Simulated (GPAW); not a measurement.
Crystal: Br.

```
Br
1.0
     3.36325   -2.32255    0.00000
     3.36325    2.32255    0.00000
     0.00000    0.00000    8.70230
Br
4
Direct
  0.36510 0.63490 0.39010
  0.13490 0.86510 0.89010
  0.63490 0.36510 0.60990
  0.86510 0.13490 0.10990
```

| Property | Result |
| --- | --- |
| Program | GPAW 26.7.0 |
| Task | relaxation of cell and atoms |
| Functional | PBEsol |
| Potentials or basis | PAW data sets generated in the run's folder for this functional |
| Cutoff | 600 eV |
| Basis | pw |
| k mesh | 5 × 5 × 3 |
| Occupations | fermi-dirac, width 0.05 eV |
| Spin | no spin polarisation |

At the start: pressure 0.4 GPa; volume 33.99 Å³/atom.

Where does the relaxation end?

Over 22 steps the energy falls by 67.1 meV/atom and the volume is 30.84 Å³/atom (-9.3 %); space group Cmce (No. 64, to 0.05 Å).

Step by step:
```csv
step,energy change (eV),largest force (eV/Å),pressure (GPa),volume (Å³)
1,0.0000,0.8866,0.39,135.95
2,-0.0367,0.5404,-0.33,136.07
3,-0.0658,0.1450,-1.24,135.84
4,-0.0766,0.0968,-1.54,135.26
5,-0.1043,0.2574,-1.95,132.94
6,-0.1408,0.4368,-1.93,128.32
7,-0.1622,0.4464,-1.39,125.50
8,-0.1923,0.2571,-0.40,123.28
9,-0.2006,0.1628,0.17,123.09
10,-0.2025,0.1537,0.13,122.95
11,-0.2305,0.1895,-0.03,120.46
12,-0.2459,0.1739,-0.03,118.85
13,-0.2498,0.1030,0.01,118.84
14,-0.2512,0.0447,0.15,118.97
15,-0.2516,0.0387,0.19,119.08
16,-0.2525,0.0512,0.25,119.31
17,-0.2547,0.0916,0.33,119.91
18,-0.2594,0.1351,0.37,121.17
19,-0.2657,0.1164,0.25,123.16
20,-0.2677,0.0542,0.11,123.89
21,-0.2682,0.0225,0.06,123.63
22,-0.2683,0.0006,0.01,123.36
```

Final structure:
```
Br
1.0
     3.59409   -2.00386    0.00002
     3.59409    2.00386   -0.00002
     0.00000   -0.00006    8.56408
Br
4
Direct
  0.34570 0.65430 0.37941
  0.15433 0.84567 0.87941
  0.65430 0.34570 0.62059
  0.84567 0.15433 0.12059
```

Caveat: later steps reuse the first step's grids.
